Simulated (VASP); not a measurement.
# InPd (Pm-3m) in VASP: notebook, part 2 of 2

VASP 6.6.1.

**3. Single point, r2SCAN**

File INCAR:

```
  PREC = Accurate
  ENCUT = 400
  EDIFF = 1E-6
  ISMEAR = -5
  SIGMA = 0.15
  LREAL = F
  LASPH = T
  NELM = 100
  ALGO = Normal
  ISIF = 2
  LWAVE = F
  LCHARG = F
  METAGGA = R2SCAN
  LMIXTAU = T
  ADDGRID = F
```

File KPOINTS:

```
regular mesh
0
Gamma
  10 10 10
```

File POSCAR:

```
InPd
1.0
    3.2718847800      0.0000000000      0.0000000000
    0.0000000000      3.2718847800      0.0000000000
    0.0000000000      0.0000000000      3.2718847800
In Pd
1 1
Direct
    0.0076950000     -0.0345290000      0.0307480000
    0.5133770000      0.5169540000      0.5028010000
```

Potentials or basis: VASP PAW PBE potentials, release 64 (In_d, Pd).

Started as:

```bash
$ cat potpaw_PBE.64/In_d/POTCAR potpaw_PBE.64/Pd/POTCAR > POTCAR
$ mpirun -np 1 vasp_std > vasp.out
```

OUTCAR:

```text
PREC = Accurate
   ENCUT = 400
   EDIFF = 1E-6
   ISMEAR = -5
   LREAL = F
   LASPH = T
   NELM = 100
   ISIF = 2
   METAGGA = R2SCAN

 Found    504 irreducible k-points:

 Following reciprocal coordinates:
            Coordinates               Weight
  0.000000  0.000000  0.000000      1.000000
  0.100000  0.000000  0.000000      2.000000
  0.000000  0.100000  0.000000      2.000000
  0.000000  0.000000  0.100000      2.000000
  0.200000  0.000000  0.000000      2.000000
  0.000000  0.200000  0.000000      2.000000
   k-points           NKPTS =    504   k-points in BZ     NKDIM =    504   number of bands    NBANDS=     15
   number of dos      NEDOS =    301   number of ions     NIONS =      2
   total plane-waves  NPLWV =  13824
   dimension x,y,z NGX =    24 NGY =   24 NGZ =   24
   dimension x,y,z NGXF=    48 NGYF=   48 NGZF=   48
   ions per type =               1   1
   NGX,Y,Z   is equivalent  to a cutoff of  12.19, 12.19, 12.19 a.u.
   NGXF,Y,Z  is equivalent  to a cutoff of  24.39, 24.39, 24.39 a.u.
 SYSTEM =  unknown system
   PREC   = accura    normal or accurate (medium, high low for compatibility)
   ISTART =      0    job   : 0-new  1-cont  2-samecut
   ICHARG =      2    charge: 1-file 2-atom 10-const
   ISPIN  =      1    spin polarized calculation?
   LNONCOLLINEAR =      F non collinear calculations
   LSORBIT =      F    spin-orbit coupling
   LASPH  =      T    aspherical Exc in radial PAW
   ENCUT  =  400.0 eV  29.40 Ry    5.42 a.u.   5.34  5.34  5.34*2*pi/ulx,y,z
   NELM   =    100;   NELMIN=  2; NELMDL= -5     # of ELM steps
   EDIFF  = 0.1E-05   stopping-criterion for ELM
   LREAL  =      F    real-space projection
   EDIFFG = 0.1E-04   stopping-criterion for IOM
   NSW    =      0    number of steps for IOM
   IBRION =     -1    ionic relax: 0-MD 1-quasi-New 2-CG
   NFREE  =      0    steps in history (QN), initial steepest desc. (CG)
   ISIF   =      2    stress and relaxation
   ISYM   =      2    0-nonsym 1-usesym 2-fastsym
   POTIM  = 0.5000    time-step for ionic-motion
   TEBEG  =    0.0;   TEEND  =   0.0 temperature during run
   PSTRESS=    0.0 pullay stress
   NELECT =      23.0000    total number of electrons
   NUPDOWN=      -1.0000    fix difference up-down
   EMIN   =  10.00;   EMAX   =-10.00  energy-range for DOS
   EFERMI =   0.00;   METHOD = LEGACY
   ISMEAR =    -5;   SIGMA  =   0.15  broadening in eV -4-tet -1-fermi 0-gaus
[... 20 lines left out ...]
 NGX is ok and might be reduce to    24
   NGX = 11   NGY = 11   NGZ = 11

 number of electron      23.0000015 magnetization

 Free energy of the ion-electron system (eV)
  ---------------------------------------------------
  ext. energy  EPLUGINS =         0.00000000
  ---------------------------------------------------
  free energy    TOTEN  =       -46.56739998 eV

  energy without entropy =      -46.56739998  energy(sigma->0) =      -46.56739998

 E-fermi :  10.4863     XC(G=0): -13.2333

 val. band max:       10.7186006414   @ k =   0.4000  -0.4000   0.2000
 cond. band min:      10.4095105170   @ k =   0.1000   0.0000   0.3000
 fundamental gap:     -0.3090901244
 Fermi energy:        10.4862735352

 k-point     1 :       0.0000    0.0000    0.0000
  band No.  band energies     occupation
      1      -5.1553      2.00000
      2      -5.1534      2.00000
      3      -4.7435      2.00000
      4      -4.7262      2.00000
      5      -4.7201      2.00000
      6      -0.0430      2.00000
      7       6.3452      2.00000
      8       6.3644      2.00000
      9       7.9751      2.00000
     10       7.9805      2.00000
     11       7.9859      2.00000
     12      14.9411      0.00000
     13      14.9803      0.00000
     14      15.0790      0.00000
[... 77 lines left out ...]
      2      -5.0275      2.00000
      3      -4.7709      2.00000
      4      -4.7658      2.00000
      5      -4.7211      2.00000
      6       0.6167      2.00000
      7       6.3768      2.00000
      8       6.3857      2.00000
      9       7.5821      2.00000
     10       7.5921      2.00000
     11       7.9603      2.00000
     12      11.9359     -0.09928
     13      16.1600      0.00000
     14      16.1826      0.00000
     15      20.8694      0.00000

 [... further k-points ...]

------------------------ aborting loop because EDIFF is reached ----------------------------------------

  FORCE on cell =-STRESS in cart. coord.  units (eV):
  Direction    XX          YY          ZZ          XY          YZ          ZX
  --------------------------------------------------------------------------------------
  -------------------------------------------------------------------------------------
  Total        0.5011345      0.2487430      0.4208147      0.0812648     -0.3502882     -0.0528796
  in kB       22.9229696     11.3780401     19.2489703      3.7172256    -16.0229342     -2.4188274
  external PRESSURE =      17.8499933 kB  Pullay stress =       0.0000000 kB

 VOLUME and BASIS-vectors are now :
 -----------------------------------------------------------------------------
  energy-cutoff  :      400.00
  volume of cell :       35.03
      direct lattice vectors                 reciprocal lattice vectors
     3.271884780  0.000000000  0.000000000     0.305634234  0.000000000  0.000000000
     0.000000000  3.271884780  0.000000000     0.000000000  0.305634234  0.000000000
     0.000000000  0.000000000  3.271884780     0.000000000  0.000000000  0.305634234

 POSITION                                       TOTAL-FORCE (eV/Angst)
 -----------------------------------------------------------------------------------
      0.02518      3.15891      0.10060         0.089298      0.707635     -0.419433
      1.67971      1.69141      1.64511        -0.089298     -0.707635      0.419433
 -----------------------------------------------------------------------------------
    total drift:                                0.001066      0.001867     -0.000356

  FREE ENERGIE OF THE ION-ELECTRON SYSTEM (eV)
  ---------------------------------------------------
  free  energy   TOTEN  =       -46.5673999751 eV

  energy  without entropy=      -46.5673999751  energy(sigma->0) =      -46.56739998
```

OSZICAR:

```text
N       E                     dE             d eps       ncg     rms          rms(c)
DAV:   1     0.107146655641E+03    0.10715E+03   -0.99242E+03 15354   0.176E+03
DAV:   2    -0.447880464164E+02   -0.15193E+03   -0.14837E+03 15743   0.380E+02
DAV:   3    -0.518820740027E+02   -0.70940E+01   -0.70568E+01 18964   0.911E+01
DAV:   4    -0.520197860925E+02   -0.13771E+00   -0.13771E+00 19342   0.115E+01
DAV:   5    -0.520253885272E+02   -0.56024E-02   -0.56035E-02 22111   0.204E+00    0.881E+00
DAV:   6    -0.466502989476E+02    0.53751E+01   -0.48231E+00 16128   0.359E+01    0.394E+00
DAV:   7    -0.465282644275E+02    0.12203E+00   -0.53452E-01 16254   0.940E+00    0.254E+00
DAV:   8    -0.465541474397E+02   -0.25883E-01   -0.14707E-01 16912   0.334E+00    0.138E+00
DAV:   9    -0.465522494933E+02    0.18979E-02   -0.88100E-02 15785   0.342E+00    0.322E-01
DAV:  10    -0.465665684994E+02   -0.14319E-01   -0.27234E-02 16569   0.203E+00    0.208E-01
DAV:  11    -0.465647521853E+02    0.18163E-02   -0.56397E-03 16471   0.812E-01    0.230E-01
DAV:  12    -0.465671266868E+02   -0.23745E-02   -0.15712E-03 16086   0.407E-01    0.932E-02
DAV:  13    -0.465670072569E+02    0.11943E-03   -0.45385E-04 17710   0.224E-01    0.492E-02
DAV:  14    -0.465672500538E+02   -0.24280E-03   -0.25331E-04 16303   0.156E-01    0.602E-02
DAV:  15    -0.465673894905E+02   -0.13944E-03   -0.11001E-04 15785   0.118E-01    0.167E-02
DAV:  16    -0.465673947645E+02   -0.52740E-05   -0.38752E-06 19023   0.177E-02    0.254E-02
DAV:  17    -0.465673994507E+02   -0.46863E-05   -0.11292E-06  9786   0.129E-02    0.197E-02
DAV:  18    -0.465673999751E+02   -0.52441E-06   -0.78673E-07  8512   0.110E-02
   1 F= -.46567400E+02 E0= -.46567400E+02  d E =0.000000E+00
```

Wall time 3.3 min (1 thread of Intel Xeon 6975P-C (Granite Rapids), shared host); peak memory 0.32 GiB.

These settings aren't checked as converged: the numbers below hold their error.

What came out:

```yaml
Free_energy: -46.5674 eV
Pressure: 1.8 GPa
Largest_force: 0.827 eV/Å
Band_gap_on_the_k_mesh: none (metal or under the smearing width)
```

Caveat: the PAW data sets were made with another functional, which shifts forces and pressure a little; tetrahedron occupations give inexact forces and stress in metals.

**4. Single point, r2SCAN**

INCAR, as its differences from that of step 3:

```diff
@@ -3,3 +3,3 @@
   EDIFF = 1E-6
-  ISMEAR = -5
+  ISMEAR = 1
   SIGMA = 0.15
```

KPOINTS is that of step 3.

File POSCAR:

```
InPd
1.0
    3.2718847800      0.0000000000      0.0000000000
    0.0000000000      3.2718847800      0.0000000000
    0.0000000000      0.0000000000      3.2718847800
In Pd
1 1
Direct
    0.0000000000      0.0000000000      0.0000000000
    0.5000000000      0.5000000000      0.5000000000
```

Potentials or basis: VASP PAW PBE potentials, release 64 (In_d, Pd).

Started as:

```bash
$ cat potpaw_PBE.64/In_d/POTCAR potpaw_PBE.64/Pd/POTCAR > POTCAR
$ mpirun -np 1 vasp_std > vasp.out
```

OUTCAR:

```text
PREC = Accurate
   ENCUT = 400
   EDIFF = 1E-6
   ISMEAR = 1
   LREAL = F
   LASPH = T
   NELM = 100
   ISIF = 2
   METAGGA = R2SCAN

 Found     56 irreducible k-points:

 Following reciprocal coordinates:
            Coordinates               Weight
  0.000000  0.000000  0.000000      1.000000
  0.100000  0.000000  0.000000      6.000000
  0.200000  0.000000  0.000000      6.000000
  0.300000  0.000000  0.000000      6.000000
[... 184 lines left out ...]

 [... further k-points ...]

------------------------ aborting loop because EDIFF is reached ----------------------------------------

  FORCE on cell =-STRESS in cart. coord.  units (eV):
  Direction    XX          YY          ZZ          XY          YZ          ZX
  --------------------------------------------------------------------------------------
  -------------------------------------------------------------------------------------
  Total        0.0065833      0.0065833      0.0065833     -0.0000000      0.0000000     -0.0000000
  in kB        0.3011323      0.3011323      0.3011323     -0.0000000      0.0000000     -0.0000000
  external PRESSURE =       0.3011323 kB  Pullay stress =       0.0000000 kB

 VOLUME and BASIS-vectors are now :
 -----------------------------------------------------------------------------
  energy-cutoff  :      400.00
  volume of cell :       35.03
      direct lattice vectors                 reciprocal lattice vectors
     3.271884780  0.000000000  0.000000000     0.305634234  0.000000000  0.000000000
     0.000000000  3.271884780  0.000000000     0.000000000  0.305634234  0.000000000
     0.000000000  0.000000000  3.271884780     0.000000000  0.000000000  0.305634234

 POSITION                                       TOTAL-FORCE (eV/Angst)
 -----------------------------------------------------------------------------------
      0.00000      0.00000      0.00000         0.000000      0.000000      0.000000
      1.63594      1.63594      1.63594         0.000000      0.000000      0.000000
 -----------------------------------------------------------------------------------
    total drift:                                0.000000      0.000000     -0.000000

  FREE ENERGIE OF THE ION-ELECTRON SYSTEM (eV)
  ---------------------------------------------------
  free  energy   TOTEN  =       -46.6403929938 eV

  energy  without entropy=      -46.6381724449  energy(sigma->0) =      -46.63965281
```

stdout:

```text
POSCAR found type information on POSCAR InPd
 POSCAR found :  2 types and       2 ions
 scaLAPACK will be used
 -----------------------------------------------------------------------------
|                                                                             |
|                                                                             |
|     You enforced a specific xc type in the INCAR file but a different       |
|     I HOPE YOU KNOW WHAT YOU ARE DOING!                                     |
|                                                                             |
 -----------------------------------------------------------------------------

 LDA part: xc-table for (None), standard interpolation
 POSCAR, INCAR and KPOINTS ok, starting setup
 FFT: planning ... GRIDC
 FFT: planning ... GRID_SOFT
 FFT: planning ... GRID
 WAVECAR not read
 entering main loop
```

Run time: 27 s. Hardware: 1 thread of Intel Xeon 6975P-C (Granite Rapids), shared host; peak memory 0.15 GiB.

These settings aren't checked as converged: the numbers below hold their error.

Results:

| Property | Result |
| --- | --- |
| Free energy | -46.6404 eV |
| Pressure | 0.0 GPa |
| Band gap on the k mesh | none (metal or under the smearing width) |

Caveat: the PAW data sets were made with another functional, which shifts forces and pressure a little.

**5. The reference run**

An earlier run on the cell as given: functional PBE; potentials or basis VASP PAW PBE potentials, release 64 (In_d, Pd); cutoff 520 eV; k mesh 8 × 8 × 8; occupations fermi-dirac, width 0.05 eV; no spin polarisation.

* Pressure: 3.7 GPa
* Band gap on the k mesh: none (metal or under the smearing width)
